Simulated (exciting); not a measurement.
Wanted: the native input for an exciting (release sodium) run.

```yaml
Task: single point
Functional: PBEsol
Potentials_or_basis: all-electron LAPW+lo, shipped species files, valence relativity iora*
rgkmax: 9
k_mesh: 12 × 12 × 12
Occupations: fermi-dirac, width 0.05 eV
Spin: no spin polarisation
gmaxvr_cutoff_of_density_and_potential: 14 1/bohr
lmaxapw_and_lmaxmat: 10
lmaxvr: 8
nempty: 8
Valence_relativity: iora*
epsengy: 1e-05 Ha
epspot: 1e-05 Ha
maxscl: 60
Muffin-tin_radii: Sb 2.3 bohr
```

Crystal: Sb.

```
CELL_PARAMETERS angstrom
-1.57654 1.57654 2.71194
1.57654 -1.57654 2.71194
1.57654 1.57654 -2.71194
ATOMIC_POSITIONS crystal
Sb 0.00000 0.00000 0.00000
```

This isn't the form of Sb at room conditions, which is rhombohedral.

The input as run:

input.xml

```xml
<input>
  <title>Sb</title>
  <structure speciespath="./" tshift="false">
    <crystal scale="1">
      <basevect>-2.979229170526 2.979229170526 5.124820902004</basevect>
      <basevect>2.979229170526 -2.979229170526 5.124820902004</basevect>
      <basevect>2.979229170526 2.979229170526 -5.124820902004</basevect>
    </crystal>
    <species speciesfile="Sb.xml" rmt="2.3">
      <atom coord="0.000000000000 0.000000000000 0.000000000000"/>
    </species>
  </structure>
  <groundstate do="fromscratch" ngridk="12 12 12" rgkmax="9" gmaxvr="14" lmaxapw="10" lmaxmat="10" lmaxvr="8" xctype="GGA_PBE_SOL" stype="Fermi Dirac" swidth="0.00183747" nempty="8" ValenceRelativity="iora*" epsengy="1e-05" epspot="1e-05" maxscl="60" tforce="true" outputlevel="normal"/>
  <properties>
    <chargedensityplot>
      <plot3d>
        <box grid="18 18 18">
          <origin coord="0 0 0"/>
          <point coord="1 0 0"/>
          <point coord="0 1 0"/>
          <point coord="0 0 1"/>
        </box>
      </plot3d>
    </chargedensityplot>
    <elfplot>
      <plot3d>
        <box grid="18 18 18">
          <origin coord="0 0 0"/>
          <point coord="1 0 0"/>
          <point coord="0 1 0"/>
          <point coord="0 0 1"/>
        </box>
      </plot3d>
    </elfplot>
    <exccplot>
      <plot3d>
        <box grid="18 18 18">
          <origin coord="0 0 0"/>
          <point coord="1 0 0"/>
          <point coord="0 1 0"/>
          <point coord="0 0 1"/>
        </box>
      </plot3d>
    </exccplot>
  </properties>
</input>
```

Potentials or basis: all-electron LAPW+lo, shipped species files, valence relativity iora*.

Launch:

```bash
$ OMP_NUM_THREADS=1 exciting_smp
```

Results of the run:

```
Band gap on the k mesh                            : none (metal or under the smearing width)
All electrons inside the program's atomic spheres : Sb 48.08 (radii Sb 2.3 bohr)
```

Caveat: the log's total energy holds no entropy term; the free energy is that total less TS from the occupations.

Run time: 110 s on 1 thread of Arm Neoverse V1 (shared host), peak memory 0.1 GiB.
